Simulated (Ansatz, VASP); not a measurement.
WC (lda) in VASP and in Ansatz

INCAR

```
PREC = Accurate
ENCUT = 600
EDIFF = 1E-6
ISMEAR = -1
SIGMA = 0.15
LREAL = False
LASPH = True
NELM = 100
ALGO = Fast
ISIF = 3
LWAVE = False
LCHARG = False
GGA = CA
IBRION = 2
NSW = 80
EDIFFG = -0.001
```

The input KPOINTS:

```
Automatic mesh
0
Gamma
  18 18 16
```

POSCAR

```
WC
1.0
    2.8835783794      0.0000000000      0.0000000000
   -1.4417891897      2.4972521303      0.0000000000
    0.0000000000      0.0000000000      2.8124809413
W C
1 1
Direct
    0.0000000000      0.0000000000      0.0000000000
    0.6666666667      0.3333333333      0.5000000000
```

Input for Ansatz:

```yaml
crystal:
  lattice:
    - [2.8835783794, 0.0, 0.0]
    - [-1.4417891897, 2.4972521303, 0.0]
    - [0.0, 0.0, 2.8124809413]
  atoms:
    - { symbol: W, position: [0.0, 0.0, 0.0] }
    - { symbol: C, position: [0.6666666667, 0.3333333333, 0.5] }
basis:
  ecutwfc: 420
kpoints:
  mp_grid: { grid: [18, 18, 16] }
hamiltonian:
  xc: lda
scf:
  occupations: { method: fermi_dirac, width: 0.15 }
output:
  forces: true
  stress: true
  eigenvalues: true
  write_density: true
  write_potential: true
  elf: true
  volumetric_format: npy
relax:
  adjacent_minimum: "off"
  f_tol: 0.001
  max_steps: 60
  cell: { stress_tol: 0.01 }
```

Alike in both runs: task relaxation of cell and atoms; functional LDA; k mesh 18 × 18 × 16; occupations fermi-dirac, width 0.15 eV; no spin polarisation.

```csv
,VASP,Ansatz
version,VASP 6.6.1,Ansatz 0.2.0
potentials or method,"VASP PAW LDA potentials, release 64 (W_sv, C)","scalar-relativistic, plane waves, PAW"
plane-wave cutoff (eV),600,420
valence electrons in the cell,18,18
```

```csv
,VASP,Ansatz,Ansatz less VASP
"gap on the k mesh at the Fermi level, each at its own relaxed structure (eV)",none,none,-
relaxed volume (Å³/atom),10.19,10.13,-0.062
relaxed cell length with the largest relative difference (Å),2.817,2.811,-0.0059
```

A gap of «none» marks a metal or a gap that the smearing closes.

Spin-orbit coupling is left out, which matters for the levels of W.
